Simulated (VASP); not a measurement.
# Si (I4_1/amd) in VASP: further runs, part 2 of 2

VASP 6.6.1. Earlier steps stand in the parts before.

**3. Single point, PBE**

Contents of INCAR:

```
SYSTEM = Si
ADDGRID  = .False.      
ALGO     = Normal         ! electronic algorithm
EDIFF    = 1E-6           ! SCF threshold, eV
ENCUT    = 450            ! plane-wave cutoff, eV
GGA      = PE             ! functional
ISIF     = 2              ! what is computed and relaxed
ISMEAR   = 0              ! smearing method
LASPH    = .True.         ! aspherical terms in the spheres
LCHARG   = .False.        ! write CHGCAR
LREAL    = .False.        ! projectors in reciprocal space
LWAVE    = .False.        ! write WAVECAR
NELM     = 100            ! most SCF steps
PREC     = Accurate       ! precision mode
SIGMA    = 0.05           ! smearing width, eV
```

Contents of KPOINTS:

```
k-points
0
Gamma
  6 6 6
  0 0 0
```

Contents of POSCAR:

```
Si
1.0
   -2.3713723045      2.3713723045      1.3292653899
    2.3713723045     -2.3713723045      1.3292653899
    2.3713723045      2.3713723045     -1.3292653899
Si
2
Direct
    0.5000000000      0.5000000000      0.0000000000
    0.2500000000      0.7500000000      0.5000000000
```

Potentials or basis: VASP PAW PBE potentials, release 64 (Si).

Command:

```bash
cat potpaw_PBE.64/Si/POTCAR > POTCAR
mpirun -np 1 vasp_std > vasp.out
```

OUTCAR:

```text
SYSTEM = Si
   EDIFF = 1E-6
   ENCUT = 450
   GGA = PE
   ISIF = 2
   ISMEAR = 0
   LASPH = .True.
   LREAL = .False.
   NELM = 100
   PREC = Accurate

 Found     30 irreducible k-points:

 Following reciprocal coordinates:
            Coordinates               Weight
  0.000000  0.000000  0.000000      1.000000
  0.166667  0.000000  0.000000      8.000000
  0.333333 -0.000000  0.000000      8.000000
  0.500000 -0.000000  0.000000      4.000000
  0.166667  0.166667  0.000000      8.000000
  0.333333  0.166667  0.000000     16.000000
   k-points           NKPTS =     30   k-points in BZ     NKDIM =     30   number of bands    NBANDS=      8
   number of dos      NEDOS =    301   number of ions     NIONS =      2
   total plane-waves  NPLWV =  21952
   dimension x,y,z NGX =    28 NGY =   28 NGZ =   28
   dimension x,y,z NGXF=    56 NGYF=   56 NGZF=   56
   ions per type =               2
   NGX,Y,Z   is equivalent  to a cutoff of  12.90, 12.90, 12.90 a.u.
   NGXF,Y,Z  is equivalent  to a cutoff of  25.81, 25.81, 25.81 a.u.
 SYSTEM =  Si
   PREC   = accura    normal or accurate (medium, high low for compatibility)
   ISTART =      0    job   : 0-new  1-cont  2-samecut
   ICHARG =      2    charge: 1-file 2-atom 10-const
   ISPIN  =      1    spin polarized calculation?
   LNONCOLLINEAR =      F non collinear calculations
   LSORBIT =      F    spin-orbit coupling
   LASPH  =      T    aspherical Exc in radial PAW
   ENCUT  =  450.0 eV  33.07 Ry    5.75 a.u.   6.24  6.24  6.24*2*pi/ulx,y,z
   NELM   =    100;   NELMIN=  2; NELMDL= -5     # of ELM steps
   EDIFF  = 0.1E-05   stopping-criterion for ELM
[... 18 lines left out ...]
     AMIX     =   0.40;   BMIX     =  1.00
     AMIX_MAG =   1.60;   BMIX_MAG =  1.00
  volume/ion in A,a.u.               =      14.95       100.89
  Fermi-wavevector in a.u.,A,eV,Ry     =   1.054908  1.993486 15.140973  1.112830
  Thomas-Fermi vector in A             =   2.190086
   LORBIT       =      0    0 simple, 1 ext, 2 COOP (PROOUT), +10 PAW based schemes
   GGA     = PE    functional components
[... 5 lines left out ...]
 non-spin polarized calculation
 Gauss-broadening in eV      SIGMA  =   0.05
  energy-cutoff  :      450.00
  volume of cell :       29.90
 maximum number of plane-waves:       660
 NGX is ok and might be reduce to    28
   NGX = 13   NGY = 13   NGZ = 13

 number of electron       8.0000000 magnetization

 Free energy of the ion-electron system (eV)
  ---------------------------------------------------
  ext. energy  EPLUGINS =         0.00000000
  ---------------------------------------------------
  free energy    TOTEN  =       -10.20164410 eV

  energy without entropy =      -10.20039397  energy(sigma->0) =      -10.20101903

 E-fermi :   9.5596     XC(G=0): -10.9857

 val. band max:        9.5131021956   @ k =   0.3333   0.1667   0.0000
 cond. band min:       9.6747343508   @ k =  -0.1667   0.3333   0.1667
 fundamental gap:      0.1616321553
 Fermi energy:         9.5596315492

 k-point     1 :       0.0000    0.0000    0.0000
  band No.  band energies     occupation
      1      -4.5123      2.00000
      2       6.9486      2.00000
      3       6.9486      2.00000
      4       7.6478      2.00000
      5      10.9523      0.00000
      6      16.9137      0.00000
      7      18.5274      0.00000
      8      18.5408      0.00000

 k-point     2 :       0.1667    0.0000    0.0000
  band No.  band energies     occupation
      1      -3.7700      2.00000
      2       5.9393      2.00000
      3       6.7229      2.00000
      4       9.8182      0.00000
      5      12.4911      0.00000
      6      13.4208      0.00000
      7      14.1572      0.00000
      8      16.5602      0.00000

 k-point     3 :       0.3333   -0.0000    0.0000
  band No.  band energies     occupation
      1      -1.5671      2.00000
      2       5.8384      2.00000
      3       6.9472      2.00000
      4       7.2543      2.00000
      5      10.3276      0.00000
      6      12.3031      0.00000
      7      13.9152      0.00000
      8      14.7292      0.00000

 k-point     4 :       0.5000   -0.0000    0.0000
  band No.  band energies     occupation
      1       1.6358      2.00000
      2       2.4920      2.00000
      3       7.2831      2.00000
      4       7.5575      2.00000
      5       7.9013      2.00000
      6      10.4435      0.00000
      7      13.9992      0.00000
      8      14.9231      0.00000

 k-point     5 :       0.1667    0.1667    0.0000
  band No.  band energies     occupation
      1      -1.9153      2.00000
      2       6.0530      2.00000
      3       8.0637      2.00000
      4       8.5421      2.00000
      5       9.8653      0.00000
      6      11.6544      0.00000
      7      13.2190      0.00000
      8      13.5288      0.00000

 k-point     6 :       0.3333    0.1667    0.0000
  band No.  band energies     occupation
      1       1.2851      2.00000
      2       3.4937      2.00000
      3       5.4025      2.00000
      4       7.2096      2.00000
      5       9.5131      1.81184
      6      11.5261      0.00000
      7      12.6337      0.00000
      8      15.8155      0.00000

 [... further k-points ...]
[... 5 lines left out ...]
  --------------------------------------------------------------------------------------
  -------------------------------------------------------------------------------------
  Total        0.9851370      0.9851370     -0.3632547      0.0000000      0.0000000      0.0000000
  in kB       52.7881001     52.7881001    -19.4648341      0.0000000      0.0000000      0.0000000
  external PRESSURE =      28.7037887 kB  Pullay stress =       0.0000000 kB

 VOLUME and BASIS-vectors are now :
 -----------------------------------------------------------------------------
  energy-cutoff  :      450.00
  volume of cell :       29.90
      direct lattice vectors                 reciprocal lattice vectors
    -2.371372304  2.371372304  1.329265390     0.000000000  0.210848376  0.376147610
     2.371372304 -2.371372304  1.329265390     0.210848376  0.000000000  0.376147610
     2.371372304  2.371372304 -1.329265390     0.210848376  0.210848376  0.000000000

 POSITION                                       TOTAL-FORCE (eV/Angst)
 -----------------------------------------------------------------------------------
      0.00000      0.00000      1.32927         0.000000      0.000000     -0.000000
      2.37137     -0.00000      0.66463        -0.000000     -0.000000      0.000000
 -----------------------------------------------------------------------------------
    total drift:                                0.000000      0.000000      0.000000

  FREE ENERGIE OF THE ION-ELECTRON SYSTEM (eV)
  ---------------------------------------------------
  free  energy   TOTEN  =       -10.2016440957 eV

  energy  without entropy=      -10.2003939693  energy(sigma->0) =      -10.20101903
```

OSZICAR:

```text
N       E                     dE             d eps       ncg     rms          rms(c)
DAV:   1     0.343728201590E+01    0.34373E+01   -0.32895E+03   488   0.742E+02
DAV:   2    -0.100810271744E+02   -0.13518E+02   -0.13009E+02   736   0.725E+01
DAV:   3    -0.102195615550E+02   -0.13853E+00   -0.13785E+00   640   0.921E+00
DAV:   4    -0.102199186309E+02   -0.35708E-03   -0.35706E-03   736   0.508E-01
DAV:   5    -0.102199188244E+02   -0.19345E-06   -0.19311E-06   656   0.821E-03    0.422E+00
DAV:   6    -0.102087549100E+02    0.11164E-01   -0.50416E-03   672   0.460E-01    0.244E+00
DAV:   7    -0.102016587149E+02    0.70962E-02   -0.11198E-02   576   0.727E-01    0.211E-01
DAV:   8    -0.102016520049E+02    0.67100E-05   -0.55498E-04   640   0.180E-01    0.484E-02
DAV:   9    -0.102016445415E+02    0.74633E-05   -0.18796E-05   728   0.323E-02    0.192E-02
DAV:  10    -0.102016440957E+02    0.44584E-06   -0.16108E-06   472   0.979E-03
   1 F= -.10201644E+02 E0= -.10201019E+02  d E =-.125013E-02
```

stdout:

```text
POSCAR found type information on POSCAR Si
 POSCAR found :  1 types and       2 ions
 scaLAPACK will be used
 LDA part: xc-table for (Slater+PW92), standard interpolation
 POSCAR, INCAR and KPOINTS ok, starting setup
 FFT: planning ... GRIDC
 FFT: planning ... GRID_SOFT
 FFT: planning ... GRID
 WAVECAR not read
 entering main loop
```

It took 5.2 s on 1 thread of Intel Xeon Platinum 8488C (Sapphire Rapids), shared host; peak memory 0.14 GiB.

These settings aren't checked as converged: the numbers below hold their error.

What came out:

```
Free energy            : -10.2016 eV
Pressure               : 2.9 GPa
Band gap on the k mesh : none (metal or under the smearing width)
```

Caveat: the k mesh is coarse (spacing up to 0.45 Å⁻¹), so the values aren't converged.

**4. Single point, PBE**

Changes to INCAR since step 3:

```diff
@@ -14,2 +14,2 @@
 PREC     = Accurate       ! precision mode
-SIGMA    = 0.05           ! smearing width, eV
+SIGMA    = 0.5            ! smearing width, eV
```

KPOINTS is that of step 3.

POSCAR is that of step 3.

Command:

```bash
cat potpaw_PBE.64/Si/POTCAR > POTCAR
mpirun -np 1 vasp_std > vasp.out
```

Run time: 5.5 s. Hardware: 1 thread of Intel Xeon Platinum 8488C (Sapphire Rapids), shared host; peak memory 0.14 GiB.

The run converged, but some of its settings lie outside the range that counts as converged, so its numbers aren't taken as properties of the crystal.

What came out:

```yaml
Free_energy: -10.2643 eV
Pressure: 3.3 GPa
Band_gap_on_the_k_mesh: none (metal or under the smearing width)
```

Caveat: the k mesh is coarse (spacing up to 0.45 Å⁻¹), so the values aren't converged.

**5. Single point, PBE**

Changes to INCAR since step 4:

```diff
@@ -14,2 +14,2 @@
 PREC     = Accurate       ! precision mode
-SIGMA    = 0.5            ! smearing width, eV
+SIGMA    = 0.2            ! smearing width, eV
```

KPOINTS is that of step 4.

POSCAR is that of step 4.

Potentials or basis: VASP PAW PBE potentials, release 64 (Si).

Command:

```bash
cat potpaw_PBE.64/Si/POTCAR > POTCAR
mpirun -np 1 vasp_std > vasp.out
```

OUTCAR:

```text
SYSTEM = Si
   EDIFF = 1E-6
   ENCUT = 450
   GGA = PE
   ISIF = 2
   ISMEAR = 0
   LASPH = .True.
   LREAL = .False.
   NELM = 100
   PREC = Accurate

 Found     30 irreducible k-points:

 Following reciprocal coordinates:
            Coordinates               Weight
  0.000000  0.000000  0.000000      1.000000
  0.166667  0.000000  0.000000      8.000000
  0.333333 -0.000000  0.000000      8.000000
  0.500000 -0.000000  0.000000      4.000000
  0.166667  0.166667  0.000000      8.000000
[... 144 lines left out ...]
------------------------ aborting loop because EDIFF is reached ----------------------------------------

  FORCE on cell =-STRESS in cart. coord.  units (eV):
  Direction    XX          YY          ZZ          XY          YZ          ZX
  --------------------------------------------------------------------------------------
  -------------------------------------------------------------------------------------
  Total        1.1269666      1.1269666     -0.5576224      0.0000000      0.0000000      0.0000000
  in kB       60.3879706     60.3879706    -29.8799336      0.0000000      0.0000000      0.0000000
  external PRESSURE =      30.2986692 kB  Pullay stress =       0.0000000 kB

 VOLUME and BASIS-vectors are now :
 -----------------------------------------------------------------------------
  energy-cutoff  :      450.00
  volume of cell :       29.90
      direct lattice vectors                 reciprocal lattice vectors
    -2.371372304  2.371372304  1.329265390     0.000000000  0.210848376  0.376147610
     2.371372304 -2.371372304  1.329265390     0.210848376  0.000000000  0.376147610
     2.371372304  2.371372304 -1.329265390     0.210848376  0.210848376  0.000000000

 POSITION                                       TOTAL-FORCE (eV/Angst)
 -----------------------------------------------------------------------------------
      0.00000      0.00000      1.32927         0.000000     -0.000000      0.000000
      2.37137     -0.00000      0.66463        -0.000000      0.000000     -0.000000
 -----------------------------------------------------------------------------------
    total drift:                                0.000000      0.000000      0.000000

  FREE ENERGIE OF THE ION-ELECTRON SYSTEM (eV)
  ---------------------------------------------------
  free  energy   TOTEN  =       -10.2109028238 eV

  energy  without entropy=      -10.1898489635  energy(sigma->0) =      -10.20037589
```

stdout:

```text
POSCAR found type information on POSCAR Si
 POSCAR found :  1 types and       2 ions
 scaLAPACK will be used
 LDA part: xc-table for (Slater+PW92), standard interpolation
 POSCAR, INCAR and KPOINTS ok, starting setup
 FFT: planning ... GRIDC
 FFT: planning ... GRID_SOFT
 FFT: planning ... GRID
 WAVECAR not read
 entering main loop
```

Wall time 5.3 s (1 thread of Intel Xeon Platinum 8488C (Sapphire Rapids), shared host); peak memory 0.14 GiB.

These settings aren't checked as converged: the numbers below hold their error.

What came out:

| Item | Value |
| --- | --- |
| Free energy | -10.2109 eV |
| Pressure | 3.0 GPa |
| Band gap on the k mesh | none (metal or under the smearing width) |

Caveat: the k mesh is coarse (spacing up to 0.45 Å⁻¹), so the values aren't converged.

**6. For comparison**

An earlier run on the cell as given: functional PBE; potentials or basis VASP PAW PBE potentials, release 64 (Si); cutoff 520 eV; k mesh 11 × 11 × 11; occupations fermi-dirac, width 0.05 eV; no spin polarisation.

* Pressure: 3.1 GPa
* Band gap on the k mesh: none (metal or under the smearing width)
